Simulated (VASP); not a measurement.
A run of VASP 6.6.1:

Contents of INCAR:

```
SYSTEM = MnS
  PREC = Accurate
  ENCUT = 520
  EDIFF = 1E-6
  ISMEAR = 0
  SIGMA = 0.05
  LREAL = .FALSE.
  LASPH = .TRUE.
  NELM = 150
  ALGO = Normal
  ISIF = 2
  LWAVE = .FALSE.
  LCHARG = .TRUE.
  ISPIN = 2
  MAGMOM = 4 -4 0 0
  LORBIT = 11
  LMAXMIX = 4
  METAGGA = R2SCAN
  LMIXTAU = .TRUE.
  LELF = .TRUE.
  LVHAR = .TRUE.
  NBANDS = 31
```

Contents of KPOINTS:

```
regular mesh
0
G
  5 5 4
  0 0 0
```

File POSCAR:

```
MnS
1.0
    4.3056791600      0.0000000000      0.0000000000
    0.0000000000      4.3056791600      0.0000000000
    0.0000000000      0.0000000000      5.3605806400
Mn S
2 2
Direct
    0.0000000000      0.5000000000      0.0000000000
    0.5000000000      0.0000000000      0.5000000000
    0.0000000000      0.0000000000      0.2500000000
    0.0000000000      0.0000000000      0.7500000000
```

Potentials or basis: VASP PAW PBE potentials, release 64 (Mn_pv, S).

Launch:

```bash
$ cat potpaw_PBE.64/Mn_pv/POTCAR potpaw_PBE.64/S/POTCAR > POTCAR
$ mpirun -np 1 vasp_std > vasp.out
```

Hardware: 1 thread of Intel(R) Xeon(R) 6975P-C (Granite Rapids), on a shared host.

Task: Estimate the wall time of this run.

Result: It took 2.4 min on 1 thread of Intel(R) Xeon(R) 6975P-C (Granite Rapids) (shared host), peak memory 0.29 GiB. Counts: scf iterations 19, k points 18.
